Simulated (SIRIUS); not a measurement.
A run of SIRIUS 7.12.0:

The input sirius.json:

```json
{
  "control": {
    "processing_unit": "cpu",
    "verbosity": 2,
    "num_bands_to_print": 18,
    "print_forces": true,
    "print_stress": true
  },
  "parameters": {
    "electronic_structure_method": "pseudopotential",
    "xc_functionals": ["XC_GGA_X_PBE", "XC_GGA_C_PBE"],
    "gk_cutoff": 9.9,
    "pw_cutoff": 19.8,
    "ngridk": [4, 4, 4],
    "shiftk": [0, 0, 0],
    "smearing": "fermi_dirac",
    "smearing_width": 0.0018374661,
    "num_bands": 18,
    "num_mag_dims": 0,
    "num_dft_iter": 100,
    "energy_tol": 1e-08,
    "density_tol": 1e-06
  },
  "iterative_solver": {
    "type": "davidson",
    "min_tolerance": 1e-10
  },
  "mixer": {
    "type": "anderson",
    "beta": 0.7,
    "max_history": 8
  },
  "settings": {
    "tol_ne": 1e-10,
    "pseudo_grid_cutoff": 6.5
  },
  "unit_cell": {
    "lattice_vectors": [
      [5.444300965047, 0.0, 0.0],
      [0.0, 5.444300965047, 0.0],
      [0.0, 0.0, 5.444300965047]
    ],
    "atom_coordinate_units": "lattice",
    "atom_types": ["Ni", "Al"],
    "atom_files": {
      "Ni": "Ni.json",
      "Al": "Al.json"
    },
    "atoms": {
      "Ni": [
        [0.5, 0.5, 0.5]
      ],
      "Al": [
        [0.0, 0.0, 0.0]
      ]
    }
  }
}
```

Potentials or basis: PseudoDojo 0.4.1 PBE standard (scalar relativistic).

Command:

```sh
$ upf_to_json Ni.upf
$ upf_to_json Al.upf
$ OMP_NUM_THREADS=4 sirius.scf --input=sirius.json --output=out.json --task=0
```

Hardware: 4 threads of Intel(R) Xeon(R) 6975P-C (Granite Rapids), with other jobs on the host.

Question: Estimate the wall time of this run.

Answer: Run time: 3.4 s on 4 threads of Intel(R) Xeon(R) 6975P-C (Granite Rapids) (shared host), peak memory 0.25 GiB. Counts: scf iterations 15, k points 10, plane waves 2601, bands 18.
